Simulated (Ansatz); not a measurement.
A run of Ansatz 0.2.0 is set up as follows.

File input.yaml:

```yaml
crystal:
  lattice:
    - [0.0, 2.024805, 2.024805]
    - [2.024805, 0.0, 2.024805]
    - [2.024805, 2.024805, 0.0]
  atoms:
    - { symbol: Al, position: [0.0, 0.0, 0.0] }
hamiltonian:
  xc: revpbe
  pseudopotentials: { kind: paw }
  dispersion: d3bj
kpoints:
  mp_grid: { grid: [11, 11, 11] }
scf:
  occupations: { method: methfessel_paxton, width: 0.2 }
output:
  forces: true
  stress: true
  eigenvalues: true
  write_density: true
  write_potential: true
  elf: true
  volumetric_format: npy
```

Potentials or basis: Ansatz PAW.

Launch:

```bash
$ ansatz run input.yaml --threads 2 --pin off --max-ram 5632MiB --backend cpu --events-out ev --progress --plain --runs-dir out
```

Problem. Estimate the pressure.

Solution. -5.7 GPa.

Problem. What does it give for the band gap on the k mesh?

Solution. None (metal or under the smearing width).

Caveat: pairwise dispersion overbinds metals, which lowers pressure and volume; the PAW data sets come from PBE, with cores solved anew for the run's functional, which leaves a small shift of forces and pressure.
